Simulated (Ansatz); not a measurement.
Property card for Mn$_{3}$Sn

Computed with Ansatz 0.2.0, DFT r2SCAN, scalar-relativistic, plane waves, PAW.

Cutoff 500 eV; k points 6×6×8 on the computed 8-atom cell (Γ-centred); Gaussian smearing, width 0.10 eV; collinear spin from starting moments 4.24 4.24 4.24 4.24 4.24 4.24 -0.16 -0.16 μB.

The structure is relaxed at this level of theory with its symmetry kept. Whether it is the stable form of this composition wasn't checked.

```
Mn Sn
1.0
     5.79901    0.00000    0.00000
    -2.89951    5.02209    0.00000
     0.00000    0.00000    4.60452
Mn Sn
6 2
Direct
  0.83715 0.67431 0.25000
  0.16285 0.83715 0.75000
  0.32569 0.16285 0.25000
  0.16285 0.32569 0.75000
  0.83715 0.16285 0.25000
  0.67431 0.83715 0.75000
  0.33333 0.66667 0.25000
  0.66667 0.33333 0.75000
```

* Space group: P6_3/mmc (No. 194)
* Volume per atom: 113.1 bohr³
* Formation energy from the elements' standard states (uncorrected): -0.096 eV/atom
* Generalised Kohn–Sham band gap: none (metal)
* Density of states at the Fermi level: 7.62 states/eV per cell
* Löwdin character within 0.5 eV of the Fermi level: Mn 3d 72 %, Sn 5p 11 %, unprojected 9 %
* Bader charges (e): Mn (6 in the cell) 0.23, Sn (2 in the cell) -0.70
* Total moment: 22.97 μB per cell
* Site moments (μB; atoms counted from 1 over the whole cell): Mn (atom 1) 3.85, Mn (atom 2) 3.85, Mn (atom 3) 3.85, Mn (atom 4) 3.85, Mn (atom 5) 3.85, Mn (atom 6) 3.85, Sn (atom 7) -0.15, Sn (atom 8) -0.15

The state reached may not be the lowest one. The run saw a state lower than the one given here. Only parallel moments were tried here.

Only this magnetic start was tried.

Cost: 1 run of about 12 core-minutes, on Intel Xeon Processor @ 2.50GHz (Skylake/Cascade Lake) (shared hosts).